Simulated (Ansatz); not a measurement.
# Si (P6/mmm) in Ansatz: further runs

Aim: see how the results for Si move with the level of theory and the settings. Levels: HSEsol+D3(BJ), HSE06 form with a typed share of exact exchange. Tasks: single point.

Program: Ansatz 0.2.0. These are calculated values, not measurements. Logs are shortened: lines on timing, memory, paths and dates and some standing lists are left out, and cuts for length are marked.

## (1) The crystal as given

It takes space group P6/mmm (No. 191, hexagonal). The conventional cell has a = 2.621 Å, b = 2.621 Å, c = 2.466 Å, α = 90.00°, β = 90.00°, γ = 120.00°. Around Si (site symmetry 6/mmm) lie 8 Si at 2.47 to 2.62 Å.

This isn't the form of Si at room conditions, which is diamond.

## (2) Single point, HSEsol+D3(BJ) (cell strained at random at fixed volume)

Contents of input.yaml:

```yaml
crystal:
  lattice:
    - [2.606058, 0.008159, 0.018111]
    - [-1.295963, 2.292034, -0.001722]
    - [0.017045, 0.00797, 2.451437]
  atoms:
    - { symbol: Si, position: [0.073965, 0.034306, 0.018441] }
hamiltonian:
  xc:
    exchange: hjs_pbesol
    correlation: pbesol
    exx: { coeff: 0.25, omega: 0.207 }
  pseudopotentials: { kind: paw }
  dispersion: d3bj
kpoints:
  mp_grid: { grid: [6, 6, 6] }
scf:
  occupations: { method: gaussian, width: 0.05 }
output:
  forces: true
  stress: true
  eigenvalues: true
```

Potentials or basis: Ansatz PAW.

Launch:

```console
$ ansatz run input.yaml --threads 2 --pin off --max-ram 5632MiB --backend cpu --events-out ev --progress --plain --runs-dir out
```

Log:

```text
Warning: the engine holds no damping parameters fitted to this dispersion correction and functional, so the run takes those fitted to pbesol (hamiltonian.dispersion, under Limitations)
Warning: output.stress: scf.convergence.dr2_threshold = 1e-7 eV (the SCF's general default) is looser than the 1e-10 eV advised for a printed stress (1e-10 eV for each atom of the cell: 1). What an SCF threshold leaves in a stress goes as its square root, and in the free energy as the threshold itself, and one threshold admits the most on a small cell: of the crystals measured, under no hybrid functional and no lock of the moments, on runs that ended without the residual-converged pass, on stresses that held no estimate of that error, the worst erred by over 100 MPa in a component at 1e-7 eV an atom and by under 5 at 1e-10. Set scf.convergence.dr2_threshold to 1e-10 eV or tighter. The threshold is an SCF's pass mark: one that does not reach it within its budget of iterations ends unconverged, or closes short of it on a stop that the run arms, and scf.convergence.dr2_threshold's page says what that costs each kind of run
Warning: output.stress: scf.exx.energy_threshold = 1e-6 eV is looser than the 1e-8 eV advised for a stress under a hybrid functional (1e-8 eV for each atom of the cell: 1). Every SCF of the exchange loop can meet its threshold on dr2 while the loop round them stops early: no threshold on dr2 bounds what that leaves in the stress. Set scf.exx.energy_threshold to 1e-8 eV or tighter. The threshold is the loop's pass mark: a loop that does not reach it within its budget of cycles ends unconverged, and scf.exx.energy_threshold's page has the law
Warning: RAYON_NUM_THREADS=2 ignored (pool sized by the plan → 2); use --threads N
Engine: ansatz 0.2.0, x86_64-unknown-linux-gnu
Pseudopotentials: kind: paw
Pseudopotential: Si, paw, valence charge 4, recommended cutoff 420 eV (normal), Si.paw.azcp
Functional definition: unnamed
  parameter a_1 = 0.25
  parameter omega_1 = 0.207/angstrom
  exchange = pbe_x(mu = 0.12345679012345678) + (-a_1)*hjs_pbesol_x_sr(omega_1) + a_1*exact_x_sr(omega_1)
  correlation = pbe_c(beta = 0.046)
Crystal: 1 atoms, lattice volume = 14.668 Å³
Basis set: ecut = 420 eV, 279 PW (Γ), exchange–correlation on 36×36×36 points (8 copies of the dense FFT grid, shifted against one another)
Bands: 6, of which v1, the nominal top of the filled ones, is band 2 counted from 1 (1 counted from 0)
Symmetry: 2 space group operations
Space group: P-1 (ITA 2), of the structure as read, at distance tolerance 2.4e-5 Å
k-points: 112 of 216
Non-local potential: Si, projectors of the file, l = 0: 2, l = 1: 2, l = 2: 2
PAW form: soft (Blöchl's): semilocal exchange-correlation on the pseudo side does not see the compensation charge
PAW frozen core: Si, regenerated for the run's functional, and the local potential with it (the file was generated under x = pbe(κ = 0.804, μ = 0.2195149727645171), c = pbe(β = 0.06672455060314922))
PAW one-centre angular grid: Si, 110 points (default); XC on 64 Gauss nodes
Initial density: superposition of atomic densities (neutral atoms: chi_scale 0, normalization atom), corrected by the library's trained network
Initial wavefunctions: pseudopotential atomic-orbital guess
Functional: x = pbesol(κ = 0.804, μ = 0.12345679012345678), c = pbesol(β = 0.046), warm-up for x = hjs_pbesol + 0.25 (exact − hjs_pbesol) at short range (ω = 0.207 Å⁻¹), c = pbesol(β = 0.046)
SCF iter   1: F=—  HF=-621.634027 eV  |F-HF|=—  |Δ(HF+E_count)|=         —  Δρ=2.30e-3  dr2=7.35e-4  ethr=1.77e-3  ⟨swp⟩=6.2  Hψ=3225  notcnv=0
preconditioner: auto → none  [metal: Δε(μ)=0.017 eV  Ē_g=13.872 eV  σ=0.050 eV  W_gap=0.19  n_scr=0 (ndim 8)  ℏωp=19.4 eV  f_vac=0.000  D(μ)=0.79/eV (n_scr^D=8)]
SCF iter   2: F=—  HF=-621.633805 eV  |F-HF|=—  |Δ(HF+E_count)|=   2.23e-4  Δρ=8.75e-4  dr2=8.95e-5  ethr=1.84e-5  ⟨swp⟩=2.3  Hψ=1051  notcnv=0  defer=19
iter 3 solved again at ethr=1.85e-8 eV; its pass at ethr=2.24e-6 eV (dr2=7.40e-7 eV) is discarded
SCF iter   3: F=—  HF=-621.633786 eV  |F-HF|=—  |Δ(HF+E_count)|=   1.92e-5  Δρ=1.18e-4  dr2=7.76e-7  ethr=1.85e-8  ⟨swp⟩=3.6  Hψ=2185  notcnv=0  defer=5
SCF iter   4: F=—  HF=-621.633786 eV  |F-HF|=—  |Δ(HF+E_count)|=   2.92e-7  Δρ=1.23e-5  dr2=1.91e-8  ethr=1.85e-8  ⟨swp⟩=2.0  Hψ=918  notcnv=0  defer=3
SCF iter   5: F=-621.633786 eV  HF=-621.633786 eV  |F-HF|=1.32e-10  |Δ(HF+E_count)|=   4.65e-9  Δρ=2.18e-6  dr2=4.77e-10  ethr=4.78e-10  ⟨swp⟩=3.0  Hψ=1070  notcnv=0  defer=1
SCF 1 converged in 5 iterations: F = -621.633786 eV  dr2 = 4.77e-10
[... 17 lines left out ...]
Frozen-core exchange: fock
SCF iter   1: F=—  HF=-626.232438 eV  |F-HF|=—  |Δ(HF+E_count)|=         —  Δρ=7.89e-6  dr2=1.26e-7  ethr=9.86e-8  ⟨swp⟩=4.6  Hψ=2000  notcnv=0
preconditioner: auto → none  [insulator: Δε(μ)=0.122 eV  Ē_g=15.465 eV  σ=0.050 eV  W_gap=0.63  n_scr=0 (ndim 8)  ℏωp=19.4 eV  f_vac=0.000  D(μ)=0.63/eV (n_scr^D=8)]
SCF iter   2: F=—  HF=-626.232439 eV  |F-HF|=—  |Δ(HF+E_count)|=   2.78e-7  Δρ=7.61e-6  dr2=7.21e-8  ethr=1.05e-10  ⟨swp⟩=3.3  Hψ=1221  notcnv=0  defer=12
SCF iter   3: F=-626.232439 eV  HF=-626.232439 eV  |F-HF|=4.68e-10  |Δ(HF+E_count)|=   2.77e-7  Δρ=2.76e-6  dr2=3.98e-9  ethr=1.05e-10  ⟨swp⟩=3.1  Hψ=1182  notcnv=0  defer=13
SCF 3 converged in 3 iterations: F = -626.232439 eV  dr2 = 3.98e-9
  Residual-converged pass: ⟨swp⟩=2.9  Hψ=1023  notcnv=0  max |occ|·‖R‖ = 2.1e-6 eV (tolerance 2.4e-6 eV)  dr2=3.98e-9  dr2_onsite=1.54e-10  max |Δocc| = 6.6e-11
hybrid outer 2: dexx = +1.574e-6 eV, tail = 1.16e-8 eV, Δε = 3.52e-3 eV (about 4.02e-4 eV left of the loop's levels)
hybrid SCF converged: 2 outer / 8 inner (+5 warm-up), last move |dexx| = 1.57e-6 eV, tail = 1.16e-8 eV
Stability not checked: this state was not tested for a lower state beside it, because the functional holds exact exchange (a hybrid, or Hartree-Fock), whose exchange loop this test does not read (fock_operator; see scf.lower_state_search)
Free energy (F): -626.232439 eV
Frozen-core exchange: fock
Harris-Foulkes:  -626.232439 eV  (|F-HF|=4.68e-10)
Internal energy: -626.231665 eV  (E = F + TS)
E sigma→0 (E₀):  -626.232052 eV
Entropy (-TS):   -0.000774 eV (-0.774 meV/atom)
Fermi energy:    10.820592 eV
--- Per-component energies (eV) ---
  E_band       = 15.175106
  E_kinetic    = 41.524325
  E_local      = 0.014694  (includes V_loc(G=0)·N_el)
  E_nonlocal   = 24.987968
  E_hartree    = 0.982652
  E_xc         = -45.531255
  E_vxc        = -39.283060  (∫ρ·V_xc dr)
  E_exx        = -5.518691  (= α·E_x^exact, valence–valence)
  E_paw        = -507.667530  (= ΣΔE_a)
  E_vpaw       = -2.996752  (= ΣTr[D̂ρ^β])
  E_aug_tail   = 0.000007  (compensation charges beyond the density's cutoff)
  E_ewald      = -134.621453
  E_disp       = -0.368123  (pairwise vdW)
  E_core_change = -0.034258  (= ΣΔE_core)
  E_smearing   = -0.000774  (= −TS)
  E_closure    = 0.000000  (closes the sum)
  Σ components = -626.232439   (vs F -626.232439, Δ=-1.14e-13)
--- Forces (eV/Å), atoms counted from 1 ---
  atom   1  Si     0.00000000     0.00000000     0.00000000
  max |Σ_I F_I| component: 0.00e0 eV/Å
--- Stress (GPa, compression-positive) ---
       -9.824496       6.020645      -2.141803
        6.020644       0.766487      -0.176248
       -2.141803      -0.176249      -5.538721
  P = ⅓ Tr σ = -4.8656 GPa (-48.656 kbar)
--- Band table (eV; the first three rows and the last of 112) ---
  k-point 0: bands = ["-5.7836", "18.5596", "19.3561", "21.2130", "21.6624", "23.0568"]
  k-point 1: bands = ["-5.0564", "12.2624", "21.7575", "22.2004", "23.5979", "24.2560"]
  k-point 2: bands = ["-2.9041", "6.0683", "23.3537", "23.7840", "25.0317", "25.6822"]
  k-point 111: bands = ["6.9145", "7.6607", "8.4777", "11.9819", "19.6475", "23.0598"]
```

It took 11 s on 2 threads of Intel Xeon Platinum 8175M at 2.50GHz (Skylake/Cascade Lake), shared host; peak memory 0.6 GiB.

Results:

```yaml
Free_energy: -626.2324 eV
Pressure: -4.9 GPa
Band_gap_on_the_k_mesh: none (metal or under the smearing width)
```

Stress tensor (GPa, compression positive):
```
-9.82  6.02 -2.14
 6.02  0.77 -0.18
-2.14 -0.18 -5.54
```

Caveat: the k mesh is coarse (spacing up to 0.46 Å⁻¹), so the values aren't converged, least of all with exact exchange; pairwise dispersion overbinds metals, which lowers pressure and volume; the PAW data sets come from PBE, with cores solved anew for the run's functional, which leaves a small shift of forces and pressure; the dispersion damping was fitted for another functional or another form of the correction; the thresholds are loose for stress.

## (3) Single point, HSE06 form with a typed share of exact exchange

Contents of input:

```
crystal:
  lattice:
    - [2.6205428149, 0.0, 0.0]
    - [-1.3102714075, 2.2694566494, 0.0]
    - [0.0, 0.0, 2.46635439]
  atoms:
    - { symbol: Si, position: [0.0, 0.0, 0.0] }
hamiltonian:
  xc: { exchange: pbe, correlation: pbe, exx: { coeff: 0.25, omega: 0.1 } }
  pseudopotentials: { kind: paw }
kpoints:
  mp_grid: { grid: [6, 6, 6] }
scf:
  occupations: { method: fermi_dirac, width: 0.05 }
output:
  forces: true
  stress: true
  eigenvalues: true
```

Potentials or basis: Ansatz PAW.

Wall time 3.3 s (1 × NVIDIA H100 80GB HBM3 with 2 threads of AMD EPYC 7R13 (Zen 3), shared host); peak memory 1.1 GiB.

Results (log left out):

| Property | Result |
| --- | --- |
| Free energy | -635.8566 eV |
| Pressure | 2.6 GPa |
| Band gap on the k mesh | none (metal or under the smearing width) |

Stress tensor (GPa, compression positive):
```
-0.07  0.00  0.00
 0.00 -0.07  0.00
 0.00  0.00  8.01
```

Levels at points of the mesh, in eV from the Fermi level:
| k point | band 1 | band 2 | band 3 | band 4 | band 5 |
| --- | --- | --- | --- | --- | --- |
| (0.00, 0.00, 0.00) | -16.93 | 7.75 | 8.38 | 10.97 | 10.97 |
| (0.00, 0.00, -0.50) | -11.42 | -9.27 | 14.86 | 14.86 | 15.72 |
| (0.00, -0.50, 0.00) | -9.67 | -8.72 | 5.24 | 6.60 | 13.59 |
| (0.00, -0.50, -0.50) | -4.35 | -3.48 | -2.89 | 1.16 | 9.34 |

Caveat: the k mesh is coarse (spacing up to 0.46 Å⁻¹), so the values aren't converged, least of all with exact exchange; the PAW data sets come from PBE, with cores solved anew for the run's functional, which leaves a small shift of forces and pressure; the thresholds are loose for stress.

## (4) Single point, HSE06 form with a typed share of exact exchange

input, as its differences from that of step 3:

```diff
@@ -8,3 +8,6 @@
 hamiltonian:
-  xc: { exchange: pbe, correlation: pbe, exx: { coeff: 0.25, omega: 0.1 } }
+  xc:
+    exchange: pbe
+    correlation: pbe
+    exx: { coeff: 0.25, omega: 0.15 }
   pseudopotentials: { kind: paw }
```

Wall time 3.1 s (1 × NVIDIA H100 80GB HBM3 with 2 threads of AMD EPYC 7R13 (Zen 3), shared host); peak memory 1.1 GiB.

The run converged. Its results:

- Free energy: -635.8529 eV
- Pressure: 2.6 GPa
- Band gap on the k mesh: none (metal or under the smearing width)

Stress tensor (GPa, compression positive):
```
0.25 0.00 0.00
0.00 0.25 0.00
0.00 0.00 7.37
```

Levels at points of the mesh, in eV from the Fermi level:
| k point | band 1 | band 2 | band 3 | band 4 | band 5 | band 6 |
| --- | --- | --- | --- | --- | --- | --- |
| (0.00, 0.00, 0.00) | -16.81 | 7.65 | 8.28 | 10.88 | 10.88 | 12.71 |
| (0.00, 0.00, -0.50) | -11.31 | -9.15 | 14.77 | 14.77 | 15.63 | 15.63 |
| (0.00, -0.50, 0.00) | -9.56 | -8.60 | 5.17 | 6.52 | 13.50 | 15.67 |
| (0.00, -0.50, -0.50) | -4.26 | -3.39 | -2.81 | 1.10 | 9.24 | 12.80 |

Caveat: the k mesh is coarse (spacing up to 0.46 Å⁻¹), so the values aren't converged, least of all with exact exchange; the PAW data sets come from PBE, with cores solved anew for the run's functional, which leaves a small shift of forces and pressure; the thresholds are loose for stress.

## (5) Single point, HSE06 form with a typed share of exact exchange

input, as its differences from that of step 4:

```diff
@@ -8,6 +8,3 @@
 hamiltonian:
-  xc:
-    exchange: pbe
-    correlation: pbe
-    exx: { coeff: 0.25, omega: 0.15 }
+  xc: { exchange: pbe, correlation: pbe, exx: { coeff: 0.25, omega: 0.2 } }
   pseudopotentials: { kind: paw }
```

Wall time 3.1 s (1 × NVIDIA H100 80GB HBM3 with 2 threads of AMD EPYC 7R13 (Zen 3), shared host); peak memory 1.1 GiB.

It converged, with:

```yaml
Free_energy: -635.8516 eV
Pressure: 2.6 GPa
Band_gap_on_the_k_mesh: none (metal or under the smearing width)
```

Stress tensor (GPa, compression positive):
```
0.59 0.00 0.00
0.00 0.59 0.00
0.00 0.00 6.67
```

Levels at points of the mesh, in eV from the Fermi level:
```csv
k point,band 1,band 2,band 3,band 4,band 5,band 6
"(0.00, 0.00, 0.00)",-16.70,7.57,8.20,10.79,10.79,12.63
"(0.00, 0.00, -0.50)",-11.20,-9.03,14.68,14.68,15.54,15.54
"(0.00, -0.50, 0.00)",-9.44,-8.48,5.11,6.46,13.41,15.58
"(0.00, -0.50, -0.50)",-4.17,-3.32,-2.75,1.05,9.15,12.72
```

Caveat: the k mesh is coarse (spacing up to 0.46 Å⁻¹), so the values aren't converged, least of all with exact exchange; the PAW data sets come from PBE, with cores solved anew for the run's functional, which leaves a small shift of forces and pressure; the thresholds are loose for stress.

## (6) Single point, HSE06 form with a typed share of exact exchange

input, as its differences from that of step 5:

```diff
@@ -8,3 +8,3 @@
 hamiltonian:
-  xc: { exchange: pbe, correlation: pbe, exx: { coeff: 0.25, omega: 0.2 } }
+  xc: { exchange: pbe, correlation: pbe, exx: { coeff: 0.25, omega: 0.3 } }
   pseudopotentials: { kind: paw }
@@ -18 +18,5 @@
   eigenvalues: true
+  write_density: true
+  write_potential: true
+  elf: true
+  volumetric_format: npy
```

Potentials or basis: Ansatz PAW.

Run time: 3.2 s. Hardware: 1 × NVIDIA H100 80GB HBM3 with 2 threads of AMD EPYC 7R13 (Zen 3), shared host; peak memory 1.1 GiB.

The run converged. Its results:

```
Free energy            : -635.8511 eV
Pressure               : 2.7 GPa
Band gap on the k mesh : none (metal or under the smearing width)
```

Stress tensor (GPa, compression positive):
```
1.05 0.00 0.00
0.00 1.05 0.00
0.00 0.00 6.10
```

Levels at points of the mesh, in eV from the Fermi level:
| k point | band 1 | band 2 | band 3 | band 4 | band 5 | band 6 |
| --- | --- | --- | --- | --- | --- | --- |
| (0.00, 0.00, 0.00) | -16.45 | 7.41 | 8.04 | 10.62 | 10.62 | 12.47 |
| (0.00, 0.00, -0.50) | -10.97 | -8.79 | 14.50 | 14.50 | 15.37 | 15.37 |
| (0.00, -0.50, 0.00) | -9.22 | -8.27 | 5.01 | 6.34 | 13.24 | 15.43 |
| (0.00, -0.50, -0.50) | -4.01 | -3.19 | -2.68 | 0.98 | 9.00 | 12.57 |

Caveat: the k mesh is coarse (spacing up to 0.46 Å⁻¹), so the values aren't converged, least of all with exact exchange; the PAW data sets come from PBE, with cores solved anew for the run's functional, which leaves a small shift of forces and pressure; the thresholds are loose for stress.

## (7) The runs side by side

```csv
level,cell,smearing,screening (1/Å),share of exact exchange,gap on the mesh (eV),pressure (GPa)
HSEsol+D3(BJ),cell strained at random at fixed volume,gaussian 0.05 eV,-,-,none,-4.9
HSE06 form with a typed share of exact exchange,as given,fermi-dirac 0.05 eV,0.1,0.25,none,2.6
HSE06 form with a typed share of exact exchange,as given,fermi-dirac 0.05 eV,0.15,0.25,none,2.6
HSE06 form with a typed share of exact exchange,as given,fermi-dirac 0.05 eV,0.2,0.25,none,2.6
HSE06 form with a typed share of exact exchange,as given,fermi-dirac 0.05 eV,0.3,0.25,none,2.7
```

Alike in all rows: task single point; potentials or basis Ansatz PAW; no spin polarisation; k mesh 6 × 6 × 6; cutoff (eV) 420; the mesh is coarse, so values aren't converged.

Caveats: all runs use coarse meshes; the PAW data sets come from PBE, with cores solved anew for the run's functional, which leaves a small shift of forces and pressure; the thresholds are loose for stress; pairwise dispersion overbinds metals, which lowers pressure and volume (some runs); the dispersion damping was fitted for another functional or another form of the correction (some runs).

Total energies depend on the potentials used, so only differences within one code and one set of settings carry meaning.
